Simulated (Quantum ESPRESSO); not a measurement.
The system is Br.

```
Br
1.0
     3.36325   -2.32255    0.00000
     3.36325    2.32255    0.00000
     0.00000    0.00000    8.70230
Br
4
Cartesian
  3.3632 0.6266 3.3948
  3.3632 1.6959 7.7459
  3.3632 -0.6266 5.3075
  3.3632 -1.6959 0.9564
```

Base run:

```yaml
Program: Quantum ESPRESSO 7.5
Functional: PBE
Potentials_or_basis: SSSP 1.3 efficiency PBE
Cutoff: 748 eV
Density_cutoff: 5987 eV
k_mesh: 7 × 7 × 3
Occupations: fermi-dirac, width 0.05 eV
Spin: no spin polarisation
```

Its results: band gap on the k mesh 1.89 eV, indirect (least direct gap 1.91 eV); pressure 2.0 GPa; largest force 0.969 eV/Å.

Problem. After a change of settings the same cell gave: band gap on the k mesh 1.83 eV, indirect (least direct gap 1.84 eV); pressure 0.3 GPa; largest force 0.826 eV/Å. Which change was it?
A. functional from PBE to r2SCAN; potentials or basis from SSSP 1.3 efficiency PBE to SG15 PBE 1.2; cutoff from 748 eV to 626 eV; density cutoff from 5987 eV to 2503 eV
B. functional from PBE to PBEsol; potentials or basis from SSSP 1.3 efficiency PBE to GBRV 1.5 PBEsol; cutoff from 748 eV to 612 eV; density cutoff from 5987 eV to 4898 eV
C. potentials or basis from SSSP 1.3 efficiency PBE to SG15 PBE 1.2; cutoff from 748 eV to 626 eV; density cutoff from 5987 eV to 2503 eV; k mesh from 7 × 7 × 3 to 6 × 6 × 2
D. potentials or basis from SSSP 1.3 efficiency PBE to SPMS 1.0 PBE; cutoff from 748 eV to 558 eV; density cutoff from 5987 eV to 2231 eV; k mesh from 7 × 7 × 3 to 3 × 3 × 1

Solution. B.

Caveats: an odd mesh through Γ misses points on the zone boundary, where band edges often lie (some runs); some levels on the path didn't converge (some runs).

Not every run made on this cell is shown here.
